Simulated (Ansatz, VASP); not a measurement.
## Two plane-wave programs on LiTaO2

```
Li Ta O
1.0
     1.43775    0.83009    5.41169
    -1.43775    0.83009    5.41169
     0.00000   -1.66017    5.41169
Li Ta O
1 1 2
Direct
  0.00000 0.00000 0.00000
  0.50000 0.50000 0.50000
  0.25329 0.25329 0.25329
  0.74671 0.74671 0.74671
```

Alike in both runs: functional PBE; k mesh 6 × 6 × 6; occupations gaussian, width 0.1 eV; no spin polarisation.

Ansatz relaxed the structure, and its values are those at the end. VASP's run is a single point on that final structure, the one shown.

|  | VASP | Ansatz |
| --- | --- | --- |
| version | VASP 6.6.1 | Ansatz 0.2.0 |
| potentials or method | VASP PAW PBE potentials, release 64 (Li_sv, Ta_pv, O) | scalar-relativistic, plane waves, PAW |
| plane-wave cutoff (eV) | 520 | 420 |
| valence electrons in the cell | 26 | 28 |

|  | VASP | Ansatz | Ansatz less VASP |
| --- | --- | --- | --- |
| gap on the k mesh at the Fermi level (eV) | none | none | - |
| rms of the force components (eV/Å) | 0.021 | 0.001 | -0.0200 |

A gap of «none» marks a metal or a gap that the smearing closes. The two sets of potentials don't hold the same shells in valence.

Caveats: the k mesh is coarse (spacing up to 0.43 Å⁻¹), so the values aren't converged. Spin-orbit coupling is left out, which matters for the levels of Ta.
